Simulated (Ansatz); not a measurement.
Reaction (ligand exchange at the Si–O bond): `CO[SiH2]O[SiH](O)F` + acetic acid → `CO[SiH2]OC(C)=O` + `O[SiH](O)F`

Program: Ansatz. Geometries: PBE0-D4/def2-TZVP. ΔE: electronic, gas phase. CCSD(T)/CBS is the MP2 limit (def2-TZVPP, def2-QZVPP) plus CCSD(T) − MP2 in def2-TZVPP, frozen cores. This one scheme is used for every species. Functionals use def2-TZVPP. B3LYP here is the variant with VWN-RPA as its local correlation; programs differ in this. One conformer a species, not always the lowest.

```json
{"level": "PBE-D4", "ΔE (kJ/mol)": "32.5", "difference from CCSD(T)/CBS": "-0.4"}
{"level": "r2SCAN-D4", "ΔE (kJ/mol)": "34.1", "difference from CCSD(T)/CBS": "1.2"}
{"level": "PBE0-D4", "ΔE (kJ/mol)": "34.1", "difference from CCSD(T)/CBS": "1.2"}
{"level": "B3LYP-D4", "ΔE (kJ/mol)": "35.8", "difference from CCSD(T)/CBS": "2.9"}
{"level": "ωB97X-V", "ΔE (kJ/mol)": "33.3", "difference from CCSD(T)/CBS": "0.4"}
{"level": "ωB97M-V", "ΔE (kJ/mol)": "33.0", "difference from CCSD(T)/CBS": "0.1"}
{"level": "B2PLYP", "ΔE (kJ/mol)": "32.9", "difference from CCSD(T)/CBS": "0.0"}
{"level": "PBE", "ΔE (kJ/mol)": "30.8", "difference from CCSD(T)/CBS": "-2.1"}
{"level": "r2SCAN", "ΔE (kJ/mol)": "33.6", "difference from CCSD(T)/CBS": "0.7"}
{"level": "B3LYP", "ΔE (kJ/mol)": "33.0", "difference from CCSD(T)/CBS": "0.1"}
{"level": "HF/def2-TZVPP", "ΔE (kJ/mol)": "35.3", "difference from CCSD(T)/CBS": "2.4"}
{"level": "CCSD(T)/def2-TZVPP", "ΔE (kJ/mol)": "32.5", "difference from CCSD(T)/CBS": "-0.4"}
{"level": "MP2/def2-QZVPP", "ΔE (kJ/mol)": "32.3", "difference from CCSD(T)/CBS": "-0.6"}
{"level": "HF/CBS(def2)", "ΔE (kJ/mol)": "36.0", "difference from CCSD(T)/CBS": "3.1"}
{"level": "MP2/CBS(def2)", "ΔE (kJ/mol)": "32.3", "difference from CCSD(T)/CBS": "-0.6"}
{"level": "CCSD/CBS(def2)", "ΔE (kJ/mol)": "33.5", "difference from CCSD(T)/CBS": "0.6"}
{"level": "CCSD(T)/CBS", "ΔE (kJ/mol)": "32.9", "difference from CCSD(T)/CBS": "0"}
```

Largest T1 diagnostic among the species: 0.015.

CCSD(T)/CBS has its own doubt, a few kJ/mol and more with outer-core shells, so smaller differences from it don't rank the levels.
